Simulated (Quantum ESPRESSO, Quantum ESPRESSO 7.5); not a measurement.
# AlN(001), stepped through the number of layers

Wanted: a table for AlN(001) against the number of layers, and what can be fitted to it.

Calculated with Quantum ESPRESSO 7.5; plane-wave DFT, PBE, GBRV ultrasoft pseudopotentials.

The structure was built from a prototype and need not be the compound's stable phase.

**1. The starting structure**

The structure is cubic, space group Fm-3m (No. 225). Conventional cell: a = 4.070 Å, b = 4.070 Å, c = 4.070 Å, α = 90.00°, β = 90.00°, γ = 90.00°. Nearest to Al lie 6 N at 2.04 Å. Nearest to N lie 6 Al at 2.04 Å. Farther neighbours and most contacts between anions are not listed.

Structure file:

```cif
data_structure
_symmetry_space_group_name_H-M 'Fm-3m'
_symmetry_Int_Tables_number 225
_cell_length_a 4.0700
_cell_length_b 4.0700
_cell_length_c 4.0700
_cell_angle_alpha 90.000
_cell_angle_beta 90.000
_cell_angle_gamma 90.000
_cell_volume 67.42
loop_
_atom_site_label
_atom_site_type_symbol
_atom_site_symmetry_multiplicity
_atom_site_Wyckoff_symbol
_atom_site_fract_x
_atom_site_fract_y
_atom_site_fract_z
_atom_site_occupancy
Al1 Al 4 a 0.00000 0.00000 0.00000 1
N1 N 4 b 0.00000 0.50000 0.00000 1
```

Set-up: Free-standing symmetric slabs with 16 Å of vacuum in the starting cell; all atoms relax without a field to tight forces. A sawtooth field of 0.1 V/Å with dipole correction is then applied with the ions held (f1) and with the ions free (r1). Fixed occupations. The slabs take the lattice constants of the bulk relaxed by the same program.

Members 5, 6 and 7 took the same steps and show in the table alone.

**2. Relaxing cell and ions of the reference**

The bulk crystal is relaxed in cell and atoms; the members are built on its lattice constants.

ref.vc.in

```
&control
  prefix = 'ref.vc'
  outdir = './out'
  pseudo_dir = './pseudo'
  nstep = 40
  forc_conv_thr = 0.0003
  calculation = 'vc-relax'
/
&system
  ibrav = 0
  nat = 4
  ntyp = 2
  ecutwfc = 50
  ecutrho = 250
  occupations = 'smearing'
  smearing = 'fd'
  degauss = 0.002
/
&electrons
  conv_thr = 1e-09
  mixing_beta = 0.4
  electron_maxstep = 120
/
&ions
/
&cell
  press_conv_thr = 0.3
/
ATOMIC_SPECIES
  Al  26.9815  al_pbe_v1.uspp.F.UPF
  N   14.0070  n_pbe_v1.2.uspp.F.UPF
CELL_PARAMETERS angstrom
  2.87792459942925 0.00000000000000 0.00000000000000
  0.00000000000000 2.87792459942925 0.00000000000000
  0.00000000000000 0.00000000000000 4.07000000000000
ATOMIC_POSITIONS crystal
  Al  0.000000000000 0.000000000000 0.000000000000
  N   0.500000000000 0.500000000000 0.000000000000
  Al  0.500000000000 0.500000000000 0.500000000000
  N   0.000000000000 0.000000000000 0.500000000000
K_POINTS automatic
  8 8 6 0 0 0
```

The run is started by

```sh
$ OMP_NUM_THREADS=1 mpirun -n 8 pw.x -nk 8 -in ref.vc.in > ref.vc.out
```

The program printed:

```text
Program PWSCF v.7.5 starts
[citation notice left out]

     Parallel version (MPI & OpenMP), running on       8 processor cores
     Number of MPI processes:                 8
     Threads/MPI process:                     1

     MPI processes distributed on     1 nodes
[...]
Current dimensions of program PWSCF are:
     Max number of different atomic species (ntypx) = 10
     Max number of k-points (npk) =  40000
     Max angular momentum in pseudopotentials (lmaxx) =  4
     Found identity + ( -0.5000 -0.5000 -0.5000) symmetry
     This is a supercell, fractional translations are disabled
     Message from routine setup:
     using ibrav=0 with symmetry is DISCOURAGED, use correct ibrav instead

     K-points division:     npool     =       8
     Subspace diagonalization in iterative solution of the eigenvalue problem:
     a serial algorithm will be used

     G-vector sticks info
     --------------------
     sticks:   dense  smooth     PW     G-vecs:    dense   smooth      PW
     Sum         593     481    145                15271    10955    1923

     Using Slab Decomposition

     bravais-lattice index     =            0
     lattice parameter (alat)  =       5.4385  a.u.
     unit-cell volume          =     227.4835 (a.u.)^3
     number of atoms/cell      =            4
     number of atomic types    =            2
     number of electrons       =        16.00
     number of Kohn-Sham states=           12
     kinetic-energy cutoff     =      50.0000  Ry
     charge density cutoff     =     250.0000  Ry
     scf convergence threshold =      1.0E-09
     mixing beta               =       0.4000
     number of iterations used =            8  plain     mixing
     energy convergence thresh.=      1.0E-04
     force convergence thresh. =      3.0E-04
     press convergence thresh. =      3.0E-01
     Exchange-correlation= SLA  PW   PBE  PBE
                           (   1   4   3   4   0   0   0)
     nstep                     =           40

     celldm(1)=   5.438489  celldm(2)=   0.000000  celldm(3)=   0.000000
     celldm(4)=   0.000000  celldm(5)=   0.000000  celldm(6)=   0.000000

     crystal axes: (cart. coord. in units of alat)
               a(1) = (   1.000000   0.000000   0.000000 )
               a(2) = (   0.000000   1.000000   0.000000 )
               a(3) = (   0.000000   0.000000   1.414214 )

     reciprocal axes: (cart. coord. in units 2 pi/alat)
               b(1) = (  1.000000  0.000000  0.000000 )
               b(2) = (  0.000000  1.000000  0.000000 )
               b(3) = (  0.000000  0.000000  0.707107 )

     PseudoPot. # 1 for Al read from file:
     ./pseudo/al_pbe_v1.uspp.F.UPF
     Pseudo is Ultrasoft + core correction, Zval =  3.0
     Generated by new atomic code, or converted to UPF format
     Using radial grid of  893 points,  3 beta functions with:
                l(1) =   0
                l(2) =   1
                l(3) =   2
     Q(r) pseudized with  8 coefficients,  rinner =    0.900   0.900   0.900
                                                       0.900   0.900

     PseudoPot. # 2 for N  read from file:
     ./pseudo/n_pbe_v1.2.uspp.F.UPF
     Pseudo is Ultrasoft + core correction, Zval =  5.0
     Generated by new atomic code, or converted to UPF format
     Using radial grid of  729 points,  4 beta functions with:
                l(1) =   0
                l(2) =   0
                l(3) =   1
                l(4) =   1
     Q(r) pseudized with  8 coefficients,  rinner =    0.900   0.900   0.900

     atomic species   valence    mass     pseudopotential
     Al                3.00    26.98150     Al( 1.00)
     N                 5.00    14.00700     N ( 1.00)

     16 Sym. Ops., with inversion, found

   Cartesian axes

     site n.     atom                  positions (alat units)
         1        Al     tau(   1) = (   0.0000000   0.0000000   0.0000000  )
         2        N      tau(   2) = (   0.5000000   0.5000000   0.0000000  )
         3        Al     tau(   3) = (   0.5000000   0.5000000   0.7071068  )
         4        N      tau(   4) = (   0.0000000   0.0000000   0.7071068  )

     number of k points=    60  Fermi-Dirac smearing, width (Ry)=  0.0020
                       cart. coord. in units 2pi/alat
        k(    1) = (   0.0000000   0.0000000   0.0000000), wk =   0.0052083
        k(    2) = (   0.0000000   0.0000000   0.1178511), wk =   0.0104167
        k(    3) = (   0.0000000   0.0000000   0.2357023), wk =   0.0104167
        k(    4) = (   0.0000000   0.0000000  -0.3535534), wk =   0.0052083
        k(    5) = (   0.0000000   0.1250000   0.0000000), wk =   0.0208333
        k(    6) = (   0.0000000   0.1250000   0.1178511), wk =   0.0416667
        k(    7) = (   0.0000000   0.1250000   0.2357023), wk =   0.0416667
        k(    8) = (   0.0000000   0.1250000  -0.3535534), wk =   0.0208333
        k(    9) = (   0.0000000   0.2500000   0.0000000), wk =   0.0208333
        k(   10) = (   0.0000000   0.2500000   0.1178511), wk =   0.0416667
[...]
k(   60) = (  -0.5000000  -0.5000000  -0.3535534), wk =   0.0052083

     Dense  grid:    15271 G-vectors     FFT dimensions: (  27,  27,  40)

     Smooth grid:    10955 G-vectors     FFT dimensions: (  25,  25,  36)

     Estimated max dynamical RAM per process >      16.43 MB

     Estimated total dynamical RAM >     105.35 MB

     Initial potential from superposition of free atoms

     starting charge      15.9951, renormalised to      16.0000
     Starting wfcs are   16 randomized atomic wfcs

     total cpu time spent up to now is        0.5 secs

     per-process dynamical memory:    16.9 Mb

     Self-consistent Calculation

     iteration #  1     ecut=    50.00 Ry     beta= 0.40
     Davidson diagonalization with overlap
     ethr =  1.00E-02,  avg # of iterations =  3.4

     total cpu time spent up to now is        0.6 secs

     total energy              =     -53.87361088 Ry
     estimated scf accuracy    <       0.86054371 Ry

     iteration #  2     ecut=    50.00 Ry     beta= 0.40
[...]
total energy              =     -54.04849783 Ry
     estimated scf accuracy    <       0.01941941 Ry

     iteration #  3     ecut=    50.00 Ry     beta= 0.40
[...]
total energy              =     -54.04909295 Ry
     estimated scf accuracy    <       0.00719275 Ry

     iteration #  4     ecut=    50.00 Ry     beta= 0.40
[...]
sticks:   dense  smooth     PW     G-vecs:    dense   smooth      PW
     Sum         593     481    145                15271    11011    1923

     Using Slab Decomposition

     bravais-lattice index     =            0
     lattice parameter (alat)  =       5.4385  a.u.
     unit-cell volume          =     228.4180 (a.u.)^3
     number of atoms/cell      =            4
     number of atomic types    =            2
     number of electrons       =        16.00
     number of Kohn-Sham states=           12
     kinetic-energy cutoff     =      50.0000  Ry
     charge density cutoff     =     250.0000  Ry
     scf convergence threshold =      1.0E-11
     mixing beta               =       0.4000
     number of iterations used =            8  plain     mixing
     press convergence thresh. =      3.0E-01
     Exchange-correlation= SLA  PW   PBE  PBE
                           (   1   4   3   4   0   0   0)

     celldm(1)=   5.438489  celldm(2)=   0.000000  celldm(3)=   0.000000
     celldm(4)=   0.000000  celldm(5)=   0.000000  celldm(6)=   0.000000

     crystal axes: (cart. coord. in units of alat)
               a(1) = (   1.001381   0.000000   0.000000 )
               a(2) = (   0.000000   1.001381   0.000000 )
               a(3) = (   0.000000   0.000000   1.416108 )

     reciprocal axes: (cart. coord. in units 2 pi/alat)
               b(1) = (  0.998620  0.000000  0.000000 )
               b(2) = (  0.000000  0.998620  0.000000 )
               b(3) = (  0.000000  0.000000  0.706161 )

     PseudoPot. # 1 for Al read from file:
     ./pseudo/al_pbe_v1.uspp.F.UPF
     Pseudo is Ultrasoft + core correction, Zval =  3.0
     Generated by new atomic code, or converted to UPF format
     Using radial grid of  893 points,  3 beta functions with:
                l(1) =   0
                l(2) =   1
                l(3) =   2
     Q(r) pseudized with  8 coefficients,  rinner =    0.900   0.900   0.900
                                                       0.900   0.900

     PseudoPot. # 2 for N  read from file:
     ./pseudo/n_pbe_v1.2.uspp.F.UPF
     Pseudo is Ultrasoft + core correction, Zval =  5.0
     Generated by new atomic code, or converted to UPF format
     Using radial grid of  729 points,  4 beta functions with:
                l(1) =   0
                l(2) =   0
                l(3) =   1
                l(4) =   1
     Q(r) pseudized with  8 coefficients,  rinner =    0.900   0.900   0.900

     atomic species   valence    mass     pseudopotential
     Al                3.00    26.98150     Al( 1.00)
     N                 5.00    14.00700     N ( 1.00)

     16 Sym. Ops., with inversion, found

   Cartesian axes

     site n.     atom                  positions (alat units)
         1        Al     tau(   1) = (   0.0000000   0.0000000   0.0000000  )
         2        N      tau(   2) = (   0.5006907   0.5006907   0.0000000  )
         3        Al     tau(   3) = (   0.5006907   0.5006907   0.7080539  )
         4        N      tau(   4) = (   0.0000000   0.0000000   0.7080539  )

     number of k points=    60  Fermi-Dirac smearing, width (Ry)=  0.0020
                       cart. coord. in units 2pi/alat
        k(    1) = (   0.0000000   0.0000000   0.0000000), wk =   0.0052083
        k(    2) = (   0.0000000   0.0000000   0.1176935), wk =   0.0104167
        k(    3) = (   0.0000000   0.0000000   0.2353870), wk =   0.0104167
        k(    4) = (   0.0000000   0.0000000  -0.3530804), wk =   0.0052083
        k(    5) = (   0.0000000   0.1248276   0.0000000), wk =   0.0208333
        k(    6) = (   0.0000000   0.1248276   0.1176935), wk =   0.0416667
        k(    7) = (   0.0000000   0.1248276   0.2353870), wk =   0.0416667
        k(    8) = (   0.0000000   0.1248276  -0.3530804), wk =   0.0208333
        k(    9) = (   0.0000000   0.2496551   0.0000000), wk =   0.0208333
        k(   10) = (   0.0000000   0.2496551   0.1176935), wk =   0.0416667
[...]
k(   60) = (  -0.4993102  -0.4993102  -0.3530804), wk =   0.0052083

     Dense  grid:    15271 G-vectors     FFT dimensions: (  27,  27,  40)

     Smooth grid:    11011 G-vectors     FFT dimensions: (  25,  25,  36)

     Estimated max dynamical RAM per process >      16.68 MB

     Estimated total dynamical RAM >     107.33 MB

     Initial potential from superposition of free atoms

     starting charge      15.9951, renormalised to      16.0000
     Starting wfcs are   16 randomized atomic wfcs

     total cpu time spent up to now is        4.4 secs

     per-process dynamical memory:    17.5 Mb

     Self-consistent Calculation

     iteration #  1     ecut=    50.00 Ry     beta= 0.40
     Davidson diagonalization with overlap
     c_bands:  1 eigenvalues not converged
     c_bands:  1 eigenvalues not converged
     ethr =  1.00E-06,  avg # of iterations = 16.8

     total cpu time spent up to now is        4.8 secs

     total energy              =     -53.88664103 Ry
     estimated scf accuracy    <       0.83748703 Ry

[...]
iteration # 21     ecut=    50.00 Ry     beta= 0.40
[...]
End of self-consistent calculation

          k = 0.0000 0.0000 0.0000 (  1393 PWs)   bands (ev):

    -6.5109  -2.3180   3.5958   8.1033   8.1033  10.8497  10.8499  10.8499
    15.1834  16.1872  16.2368  22.9439

          k = 0.0000 0.0000 0.1177 (  1357 PWs)   bands (ev):

    -6.3248  -2.8081   4.1776   8.2432   8.2432  10.1706  10.5970  10.5970
    15.6103  16.4758  16.8484  21.7984

          k = 0.0000 0.0000 0.2354 (  1374 PWs)   bands (ev):

    -5.7793  -3.8494   5.5065   8.6472   8.6472   8.7246   9.9797   9.9797
    16.8045  17.1896  18.0906  19.9577

          k = 0.0000 0.0000-0.3531 (  1362 PWs)   bands (ev):

    -4.9198  -4.9198   7.0954   7.0954   9.2632   9.2632   9.2632   9.2632
    18.2484  18.2484  18.3644  18.3645

          k = 0.0000 0.1248 0.0000 (  1381 PWs)   bands (ev):

    -6.3018  -2.2869   3.8125   7.1058   8.2378   9.8937  10.5459  10.8110
    15.6975  16.8770  17.3860  21.9297

          k = 0.0000 0.1248 0.1177 (  1358 PWs)   bands (ev):

    -6.1187  -2.7334   4.2548   7.3773   8.3719   9.0699  10.5814  10.6696
    16.0794  17.2211  17.6103  21.6001

[...]
the Fermi energy is    11.9663 ev

!    total energy              =     -54.04966970 Ry
     estimated scf accuracy    <          1.9E-12 Ry
     smearing contrib. (-TS)   =       0.00000000 Ry
     internal energy E=F+TS    =     -54.04966970 Ry

     The total energy is F=E-TS. E is the sum of the following terms:
     one-electron contribution =       5.71408781 Ry
     hartree contribution      =       9.13636010 Ry
     xc contribution           =     -19.92983209 Ry
     ewald contribution        =     -48.97028552 Ry

     convergence has been achieved in  21 iterations

     Forces acting on atoms (cartesian axes, Ry/au):

     atom    1 type  1   force =     0.00000000    0.00000000    0.00000000
     atom    2 type  2   force =     0.00000000    0.00000000    0.00000000
     atom    3 type  1   force =     0.00000000    0.00000000    0.00000000
     atom    4 type  2   force =     0.00000000    0.00000000    0.00000000

     Total force =     0.000000     Total SCF correction =     0.000000

     Computing stress (Cartesian axis) and pressure

          total   stress  (Ry/bohr**3)                   (kbar)     P=       -0.05
  -0.00000016   0.00000000   0.00000000           -0.02        0.00        0.00
   0.00000000  -0.00000016   0.00000000            0.00       -0.02        0.00
   0.00000000   0.00000000  -0.00000060            0.00        0.00       -0.09

[...]
=------------------------------------------------------------------------------=
   JOB DONE.
=------------------------------------------------------------------------------=
```

The job ended after 7.9 s (8 MPI ranks of Arm Neoverse V2, shared host; peak memory 0.43 GiB; 62 s of CPU time).

Relaxation path:

```tsv
step	energy less that of the first step (eV)	largest force (eV/Å)	volume (Å³)
1	0.0000	0.0000	33.71
2	-0.0004	0.0000	33.89
3	-0.0004	0.0000	33.85
4	-0.0006	0.0000	33.85
```

```tsv
conventional cell, symmetrised	before	after	change
a (Å)	4.070	4.076	+0.1 %
b (Å)	4.070	4.076	+0.1 %
c (Å)	4.070	4.076	+0.1 %
volume (Å³/atom)	8.43	8.46	+0.4 %
```

Final coordinates:

```cif
data_structure
_symmetry_space_group_name_H-M 'P 1'
_symmetry_Int_Tables_number 1
_cell_length_a 2.8819
_cell_length_b 2.8819
_cell_length_c 4.0755
_cell_angle_alpha 90.000
_cell_angle_beta 90.000
_cell_angle_gamma 90.000
_cell_volume 33.85
loop_
_atom_site_label
_atom_site_type_symbol
_atom_site_fract_x
_atom_site_fract_y
_atom_site_fract_z
_atom_site_occupancy
Al1 Al 0.00000 0.00000 0.00000 1
N2 N 0.50000 0.50000 0.00000 1
Al3 Al 0.50000 0.50000 0.50000 1
N4 N 0.00000 0.00000 0.50000 1
```

 The last row is no step: it is a fresh SCF in the final cell with a new plane-wave basis, -0 meV from the row before.

Read from the output:

| Item | Value |
| --- | --- |
| free energy | -735.3832 eV |
| Fermi energy | 11.97 eV |

(Continued in part 2 of 11.)

[Logs are printed without paths, hosts, clocks, repeated set-up lines and the standing remarks that a program may print on its own settings, such as how far it seeks lower states.]

[Hosts, paths, dates, database ids (printed as entryN), source tags and the programs' standing remarks are cut or masked in the printed files.]

[Maps of the electrostatic potential energy from Ansatz leave out the sawtooth potential of an applied field or a dipole correction, so their vacuum need not be flat; planar profiles and work functions include it.]
